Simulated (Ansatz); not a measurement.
RbBr (CsCl type): gap against strain (epitaxial in the xy plane)

RbBr built on the CsCl prototype, relaxed with r2SCAN in the plane-wave code Ansatz, then strained (epitaxial in the xy plane; changes of length per length, axes as in the cell below) with the atoms relaxed again within the symmetry that is left. Space group Pm-3m (No. 221), cubic; a = 4.128 Å in the conventional setting, 35.17 Å³ an atom. Rb is surrounded by 8 Br at 3.57 Å; Br is surrounded by 8 Rb at 3.57 Å. Values at 0 K without nuclear motion; spin polarisation is off, and the phase may be a hypothetical one.

```
Rb Br
1.0
     4.12793    0.00000    0.00000
     0.00000    4.12793    0.00000
     0.00000    0.00000    4.12793
Rb Br
1 1
Direct
  0.00000 0.00000 0.00000
  0.50000 0.50000 0.50000
```

Gaps are the least over each mesh (PBE 6×6×6, r2SCAN 6×6×6, HSE06 4×4×4 when unstrained) and the special points, which keep their unstrained names; stress is the change from the unstrained cell, compression positive.

| strain (%) | free normal strain (%) | gap, PBE (eV) | gap, r2SCAN (eV) | gap, HSE06 (eV) | edges, HSE06 | in-plane stress, r2SCAN (GPa) | energy rise, r2SCAN (meV/atom) |
| --- | --- | --- | --- | --- | --- | --- | --- |
| -4.96 | +2.48 | 4.134 | 4.882 | 5.324 | M → Γ | +2.44 | 24.9 |
| 0.0 | 0.00 | 4.078 | 4.824 | 5.258 | M → Γ | 0.00 | 0.0 |
| +0.88 | -0.31 | 3.994 | 4.733 | 5.168 | M → Γ | -0.36 | 0.7 |

Problem. Estimate the row for a strain of -0.77 %.

Solution.

| strain (%) | free normal strain (%) | gap, PBE (eV) | gap, r2SCAN (eV) | gap, HSE06 (eV) | edges, HSE06 | in-plane stress, r2SCAN (GPa) | energy rise, r2SCAN (meV/atom) |
| --- | --- | --- | --- | --- | --- | --- | --- |
| -0.77 | +0.30 | 4.104 | 4.854 | 5.287 | M → Γ | +0.33 | 0.6 |

Between zero and the nearest strains the slope of the HSE06 gap against strain is -0.037 eV per percent for negative and -0.102 for positive strain.

The runs are scalar-relativistic, without spin-orbit coupling.

The meshes of the hybrids are coarse, so their gaps aren't converged to the digits shown.
